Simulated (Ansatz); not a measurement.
# GaAs: what a change of element does

Computed with Ansatz (plane waves, PAW, 420 eV cutoff): PBEsol, scalar-relativistic, spin polarisation where moments were expected, Gaussian smearing of 0.05 eV.

GaAs was relaxed to zero pressure in the COD cell structure.

The structure is cubic, space group F-43m (No. 216). Conventional cell: a = 5.659 Å, b = 5.659 Å, c = 5.659 Å, α = 90.00°, β = 90.00°, γ = 90.00°. Around Ga (site symmetry -43m) lie 4 As at 2.45 Å. Around As (site symmetry -43m) lie 4 Ga at 2.45 Å. Neighbours are those within 15 % of a site's shortest distance, so a longer bond may be listed from one end only.

Results for GaAs: a (Å) 5.659, V (Å³/atom) 22.65, shortest unlike bond (Å) 2.45, gap (eV) 0.42, B0 (GPa) 69, E_f (eV/atom) -0.32.

Question: All As is replaced by P and the cell relaxed again in the same space group. What comes out?

Answer: GaP: a (Å) 5.438, V (Å³/atom) 20.11, shortest unlike bond (Å) 2.35, gap (eV) 1.45, B0 (GPa) 85, E_f (eV/atom) -0.41.

The volume changes by −11.2 %, or −3.9 % in mean length, and the shortest unlike bond by -0.10 Å. The bulk modulus goes from 69.3 to 84.9 GPa, as V^−1.7: with like bonding the larger cell is the softer. The formation energy moves by -0.09 eV/atom, so GaP is the more strongly bound against its own elements.

The PAW datasets were made for PBE. The gaps are differences of one-electron levels. E_f is the formation energy from the elements run alike, at 0 K, without zero-point energy or dispersion between the molecules, chains or layers of the solid elements; it is good to about 0.01 eV/atom as a calculation.

All runs used the PAW datasets of the set soft_2.

Replacing As with P contracts the lattice, stiffens it and widens the gap, as expected when the anion's valence shell moves from n = 4 to the more compact n = 3. The shorter Ga-P bond brings stronger orbital overlap, which accounts for the higher bulk modulus. It also raises the antibonding, s-like conduction state at the zone centre, which probably drives much of the gap opening. In GaP, however, the conduction minimum is known to lie near the zone boundary, so the fundamental gap grows less than the direct one.

Both gaps fall well below experiment, GaAs proportionally more so, as expected of semilocal Kohn-Sham levels, which lack the derivative discontinuity. The ordering is therefore sound, but 0.42 and 1.45 eV are not usable as optical thresholds. The more negative formation energy of GaP fits its stronger heteropolar bonding, but it is not a direct measure of bond strength, since the reference changes from elemental arsenic to elemental phosphorus.
